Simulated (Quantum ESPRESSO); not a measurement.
# Nickel: magnetism against biaxial strain

Wanted: the trend of the moments of Nickel with biaxial strain.

Main program and level: Quantum ESPRESSO 7.5; PBE; plane waves with GBRV 1.5 PBE potentials, no spin-orbit coupling.

## (1) Set-up

The structure is cubic, space group Fm-3m (No. 225). Conventional cell: a = 3.524 Å, b = 3.524 Å, c = 3.524 Å, α = 90.00°, β = 90.00°, γ = 90.00°. Ni has 12 Ni at 2.49 Å nearest.

The cell comes from the Crystallography Open Database.

## (2) Biaxial 0.96, ferro +

Lengths in the Cartesian xy plane scale by the factor; z is kept. Atoms keep their fractional places. Seeded atoms are those given a starting moment.

Contents of pw.in:

```
&CONTROL
  calculation = 'scf'
  prefix = 'pwscf'
  outdir = './tmp'
  pseudo_dir = './pseudo'
  disk_io = 'nowf'
  tprnfor = .true.
  tstress = .true.
/
&SYSTEM
  ibrav = 0
  nat = 1
  ntyp = 1
  ecutwfc = 40
  ecutrho = 280
  nbnd = 15
  occupations = 'smearing'
  smearing = 'fd'
  degauss = 0.00367493
  nspin = 2
  starting_magnetization(1) = 0.0556
/
&ELECTRONS
  conv_thr = 2d-09
  electron_maxstep = 150
  mixing_beta = 0.3
/
ATOMIC_SPECIES
Ni     58.6934 ni_pbe_v1.4.uspp.F.UPF
CELL_PARAMETERS angstrom
   0.0000000000    1.6914576000    1.7619350000
   1.6914576000    0.0000000000    1.7619350000
   1.6914576000    1.6914576000    0.0000000000
ATOMIC_POSITIONS crystal
Ni      0.0000000000    0.0000000000    0.0000000000
K_POINTS automatic
14 14 14 0 0 0
```

Command:

```console
$ OMP_NUM_THREADS=1 mpirun -n 2 pw.x -nk 2 -in pw.in > pw.out
```

Output:

```text
Program PWSCF v.7.5 starts

     Message from routine setup:
     using ibrav=0 with symmetry is DISCOURAGED, use correct ibrav instead

     K-points division:     npool     =       2
     Subspace diagonalization in iterative solution of the eigenvalue problem:

     bravais-lattice index     =            0
     lattice parameter (alat)  =       4.6155  a.u.
     unit-cell volume          =      68.0360 (a.u.)^3
     number of atoms/cell      =            1
     number of atomic types    =            1
     number of electrons       =        18.00
     number of Kohn-Sham states=           15
     kinetic-energy cutoff     =      40.0000  Ry
     charge density cutoff     =     280.0000  Ry
     scf convergence threshold =      2.0E-09
     mixing beta               =       0.3000
     number of iterations used =            8  plain     mixing
     Exchange-correlation=  SLA  PW   PBX  PBC
                           (   1   4   3   4   0   0   0)

     celldm(1)=   4.615516  celldm(2)=   0.000000  celldm(3)=   0.000000
     celldm(4)=   0.000000  celldm(5)=   0.000000  celldm(6)=   0.000000

     crystal axes: (cart. coord. in units of alat)
               a(1) = (   0.000000   0.692532   0.721387 )
               a(2) = (   0.692532   0.000000   0.721387 )
               a(3) = (   0.692532   0.692532   0.000000 )

     reciprocal axes: (cart. coord. in units 2 pi/alat)
               b(1) = ( -0.721988  0.721988  0.693109 )
               b(2) = (  0.721988 -0.721988  0.693109 )
               b(3) = (  0.721988  0.721988 -0.693109 )

     PseudoPot. # 1 for Ni read from file:
     ni_pbe_v1.4.uspp.F.UPF
     Pseudo is Ultrasoft + core correction, Zval = 18.0

     atomic species   valence    mass     pseudopotential
     Ni               18.00    58.69340     Ni( 1.00)

     Starting magnetic structure
     atomic species   magnetization
     Ni              0.056

     16 Sym. Ops., with inversion, found

   Cartesian axes

     site n.     atom                  positions (alat units)
         1        Ni     tau(   1) = (   0.0000000   0.0000000   0.0000000  )

     number of k points=   244  Fermi-Dirac smearing, width (Ry)=  0.0037

     Number of k-points >= 100: set verbosity='high' to print them.

     Dense  grid:     5345 G-vectors     FFT dimensions: (  25,  25,  25)

     Smooth grid:     2325 G-vectors     FFT dimensions: (  20,  20,  20)

     Check: negative core charge=   -0.000021
     Generating pointlists ...
     new r_m :   0.4040 (alat units)  1.8647 (a.u.) for type    1

     Initial potential from superposition of free atoms

     starting charge      16.0000, renormalised to      18.0000
     Starting wfcs are   13 randomized atomic wfcs +    2 random wfcs

     Self-consistent Calculation

     iteration #  1     ecut=    40.00 Ry     beta= 0.30
     Davidson diagonalization with overlap
     ethr =  1.00E-02,  avg # of iterations =  4.5

     total energy              =    -337.56764229 Ry
     estimated scf accuracy    <      29.15212760 Ry

     total magnetization       =     0.25 Bohr mag/cell
     absolute magnetization    =     0.26 Bohr mag/cell

     iteration #  2     ecut=    40.00 Ry     beta= 0.30
     Davidson diagonalization with overlap
     ethr =  1.00E-02,  avg # of iterations =  2.9

     total energy              =    -343.13837045 Ry
     estimated scf accuracy    <       0.64907836 Ry

     total magnetization       =     0.47 Bohr mag/cell
     absolute magnetization    =     0.54 Bohr mag/cell

     [... further iterations left out ...]

     iteration # 11     ecut=    40.00 Ry     beta= 0.30
     Davidson diagonalization with overlap
     ethr =  7.50E-10,  avg # of iterations =  1.5

     total energy              =    -343.27445826 Ry
     estimated scf accuracy    <          9.3E-09 Ry

     total magnetization       =     0.59 Bohr mag/cell
     absolute magnetization    =     0.68 Bohr mag/cell

     iteration # 12     ecut=    40.00 Ry     beta= 0.30
     Davidson diagonalization with overlap
     ethr =  5.14E-11,  avg # of iterations =  1.5

     Magnetic moment per site  (integrated on atomic sphere of radius R)
     atom   1 (R=0.404)  charge= 16.5631  magn=  0.6283

     End of self-consistent calculation

     Number of k-points >= 100: set verbosity='high' to print the bands.

     the Fermi energy is    19.6696 ev

!    total energy              =    -343.27445831 Ry
     estimated scf accuracy    <          3.2E-10 Ry
     smearing contrib. (-TS)   =      -0.00106877 Ry
     internal energy E=F+TS    =    -343.27338954 Ry

     The total energy is F=E-TS. E is the sum of the following terms:
     one-electron contribution =    -182.31002789 Ry
     hartree contribution      =     103.87433571 Ry
     xc contribution           =     -35.61496987 Ry
     ewald contribution        =    -229.22272748 Ry

     total magnetization       =     0.59 Bohr mag/cell
     absolute magnetization    =     0.68 Bohr mag/cell

     convergence has been achieved in  12 iterations

     Forces acting on atoms (cartesian axes, Ry/au):

     atom    1 type  1   force =     0.00000000    0.00000000    0.00000000

     Total force =     0.000000     Total SCF correction =     0.000000

     Computing stress (Cartesian axis) and pressure

          total   stress  (Ry/bohr**3)                   (kbar)     P=      108.61
   0.00089262   0.00000000  -0.00000000          131.31        0.00       -0.00
   0.00000000   0.00089262  -0.00000000            0.00      131.31       -0.00
  -0.00000000  -0.00000000   0.00042962           -0.00       -0.00       63.20

=------------------------------------------------------------------------------=
   JOB DONE.
=------------------------------------------------------------------------------=
```

The job ended after 9.3 s (2 MPI ranks of Intel Xeon 6975P-C (Granite Rapids), shared host; peak memory 0.16 GiB).

Spin moment in the atom's sphere by atom:

| atom | spin moment in the atom's sphere (μB) |
| --- | --- |
| Ni1 | 0.628 |

Read from the output:

```yaml
smearing_term_ts: 0.01454 eV
pressure: 10.86 GPa
magnetization: 0.588 μB
absolute_magnetization: 0.68 μB
final_state: ferromagnetic
```

## (3) Biaxial 0.96, antiferro q=(0,1/2,1/2) +-

The wavevector q is in fractions of the reciprocal vectors of the crystal's primitive cell, as the cells of these inputs are built from it; moments change sign between cells as cos(2π q·R).

Contents of pw.in:

```
&CONTROL
  calculation = 'scf'
  prefix = 'pwscf'
  outdir = './tmp'
  pseudo_dir = './pseudo'
  disk_io = 'nowf'
  tprnfor = .true.
  tstress = .true.
/
&SYSTEM
  ibrav = 0
  nat = 2
  ntyp = 2
  ecutwfc = 40
  ecutrho = 280
  nbnd = 25
  occupations = 'smearing'
  smearing = 'fd'
  degauss = 0.00367493
  nspin = 2
  starting_magnetization(1) = 0.0556
  starting_magnetization(2) = -0.0556
/
&ELECTRONS
  conv_thr = 4d-09
  electron_maxstep = 150
  mixing_beta = 0.3
/
ATOMIC_SPECIES
Ni1    58.6934 ni_pbe_v1.4.uspp.F.UPF
Ni2    58.6934 ni_pbe_v1.4.uspp.F.UPF
CELL_PARAMETERS angstrom
   0.0000000000    1.6914576000    1.7619350000
   3.3829152000    0.0000000000    3.5238700000
   3.3829152000    1.6914576000    1.7619350000
ATOMIC_POSITIONS crystal
Ni1     0.0000000000    0.0000000000    0.0000000000
Ni2     0.0000000000    0.5000000000    0.0000000000
K_POINTS automatic
14 7 14 0 0 0
```

Output:

```text
     [... lines left out ...]
Program PWSCF v.7.5 starts
     [... lines left out ...]
     number of atoms/cell      =            2
     [... lines left out ...]
     number of electrons       =        36.00
     number of Kohn-Sham states=           25
     kinetic-energy cutoff     =      40.0000  Ry
     charge density cutoff     =     280.0000  Ry
     scf convergence threshold =      4.0E-09
     [... lines left out ...]
      8 Sym. Ops., with inversion, found
     [... lines left out ...]
     number of k points=   228  Fermi-Dirac smearing, width (Ry)=  0.0037
     [... lines left out ...]
     iteration # 19     ecut=    40.00 Ry     beta= 0.30
     [... lines left out ...]
     Magnetic moment per site  (integrated on atomic sphere of radius R)
     atom   1 (R=0.404)  charge= 16.5648  magn=  0.0001
     atom   2 (R=0.404)  charge= 16.5648  magn= -0.0001
     [... lines left out ...]
     the Fermi energy is    19.4543 ev
!    total energy              =    -686.54203097 Ry
     estimated scf accuracy    <          1.1E-09 Ry
     smearing contrib. (-TS)   =      -0.00414232 Ry
     [... lines left out ...]
     total magnetization       =    -0.00 Bohr mag/cell
     absolute magnetization    =     0.00 Bohr mag/cell
     convergence has been achieved in  19 iterations
     [... lines left out ...]
     Total force =     0.000000     Total SCF correction =     0.000000
     [... lines left out ...]
          total   stress  (Ry/bohr**3)                   (kbar)     P=       97.95
     [... lines left out ...]
```

The job ended after 64 s (2 MPI ranks; peak memory 0.27 GiB; 2.1 min of CPU time).

Spin moment in the atom's sphere by atom:

| atom | spin moment in the atom's sphere (μB) |
| --- | --- |
| Ni1 | 0.0001 |
| Ni2 | -0.0001 |

This step gave:

```yaml
smearing_term_ts: 0.05636 eV
pressure: 9.795 GPa
magnetization: 0 μB
absolute_magnetization: 0 μB
final_state: non-magnetic
```

## (4) Biaxial 0.96, no spin polarisation

Contents of pw.in:

```
&CONTROL
  calculation = 'scf'
  prefix = 'pwscf'
  outdir = './tmp'
  pseudo_dir = './pseudo'
  disk_io = 'nowf'
  tprnfor = .true.
  tstress = .true.
/
&SYSTEM
  ibrav = 0
  nat = 1
  ntyp = 1
  ecutwfc = 40
  ecutrho = 280
  nbnd = 15
  occupations = 'smearing'
  smearing = 'fd'
  degauss = 0.00367493
/
&ELECTRONS
  conv_thr = 2d-09
  electron_maxstep = 150
  mixing_beta = 0.3
/
ATOMIC_SPECIES
Ni     58.6934 ni_pbe_v1.4.uspp.F.UPF
CELL_PARAMETERS angstrom
   0.0000000000    1.6914576000    1.7619350000
   1.6914576000    0.0000000000    1.7619350000
   1.6914576000    1.6914576000    0.0000000000
ATOMIC_POSITIONS crystal
Ni      0.0000000000    0.0000000000    0.0000000000
K_POINTS automatic
14 14 14 0 0 0
```

Output:

```text
     [... lines left out ...]
Program PWSCF v.7.5 starts
     [... lines left out ...]
     number of atoms/cell      =            1
     [... lines left out ...]
     number of electrons       =        18.00
     number of Kohn-Sham states=           15
     kinetic-energy cutoff     =      40.0000  Ry
     charge density cutoff     =     280.0000  Ry
     scf convergence threshold =      2.0E-09
     [... lines left out ...]
     16 Sym. Ops., with inversion, found
     [... lines left out ...]
     number of k points=   244  Fermi-Dirac smearing, width (Ry)=  0.0037
     [... lines left out ...]
     iteration #  9     ecut=    40.00 Ry     beta= 0.30
     [... lines left out ...]
     the Fermi energy is    19.4544 ev
!    total energy              =    -343.27101760 Ry
     estimated scf accuracy    <          1.8E-09 Ry
     smearing contrib. (-TS)   =      -0.00207115 Ry
     [... lines left out ...]
     convergence has been achieved in   9 iterations
     [... lines left out ...]
     Total force =     0.000000     Total SCF correction =     0.000000
     [... lines left out ...]
          total   stress  (Ry/bohr**3)                   (kbar)     P=       95.96
     [... lines left out ...]
```

The job ended after 4.6 s (2 MPI ranks; peak memory 0.14 GiB).

Read from the output:

- smearing term TS: 0.02818 eV
- pressure: 9.596 GPa
- final state: non-magnetic (no spin polarisation)

## (5) Biaxial 1.04, ferro +

pw.in, as its differences from that of step 4:

```diff
@@ -19,2 +19,4 @@
   degauss = 0.00367493
+  nspin = 2
+  starting_magnetization(1) = 0.0556
 /
@@ -28,5 +30,5 @@
 CELL_PARAMETERS angstrom
-   0.0000000000    1.6914576000    1.7619350000
-   1.6914576000    0.0000000000    1.7619350000
-   1.6914576000    1.6914576000    0.0000000000
+   0.0000000000    1.8324124000    1.7619350000
+   1.8324124000    0.0000000000    1.7619350000
+   1.8324124000    1.8324124000    0.0000000000
 ATOMIC_POSITIONS crystal
```

Output:

```text
     [... lines left out ...]
Program PWSCF v.7.5 starts
     [... lines left out ...]
     number of atoms/cell      =            1
     [... lines left out ...]
     number of electrons       =        18.00
     number of Kohn-Sham states=           15
     kinetic-energy cutoff     =      40.0000  Ry
     charge density cutoff     =     280.0000  Ry
     scf convergence threshold =      2.0E-09
     [... lines left out ...]
     16 Sym. Ops., with inversion, found
     [... lines left out ...]
     number of k points=   244  Fermi-Dirac smearing, width (Ry)=  0.0037
     [... lines left out ...]
     iteration # 12     ecut=    40.00 Ry     beta= 0.30
     [... lines left out ...]
     Magnetic moment per site  (integrated on atomic sphere of radius R)
     atom   1 (R=0.413)  charge= 16.7271  magn=  0.7583
     [... lines left out ...]
     the Fermi energy is    16.0932 ev
!    total energy              =    -343.27472080 Ry
     estimated scf accuracy    <          2.5E-10 Ry
     smearing contrib. (-TS)   =      -0.00116533 Ry
     [... lines left out ...]
     total magnetization       =     0.71 Bohr mag/cell
     absolute magnetization    =     0.82 Bohr mag/cell
     convergence has been achieved in  12 iterations
     [... lines left out ...]
     Total force =     0.000000     Total SCF correction =     0.000000
     [... lines left out ...]
          total   stress  (Ry/bohr**3)                   (kbar)     P=     -197.07
     [... lines left out ...]
```

Wall time 9.8 s (2 MPI ranks); peak memory 0.17 GiB; 19 s of CPU time.

Read from the output:

```yaml
smearing_term_ts: 0.01586 eV
pressure: -19.71 GPa
magnetization: 0.71 μB
absolute_magnetization: 0.824 μB
final_state: ferromagnetic
largest_moment: 0.7583 μB
```

[end of part 1 of 2]

[Logs and program files are shortened in this print: banners, set-up blocks, solver, clock and traceback lines can be left out without a mark of their own.]

[Logs are printed without paths, hosts, clocks, repeated set-up lines and the standing remarks that a program may print on its own settings, such as how far it seeks lower states.]

[Hosts, paths, dates, database ids (printed as entryN), source tags and the programs' standing remarks are cut or masked in the printed files.]

[Where a cell is said to come from a database of computed structures, the database is the Materials Project.]
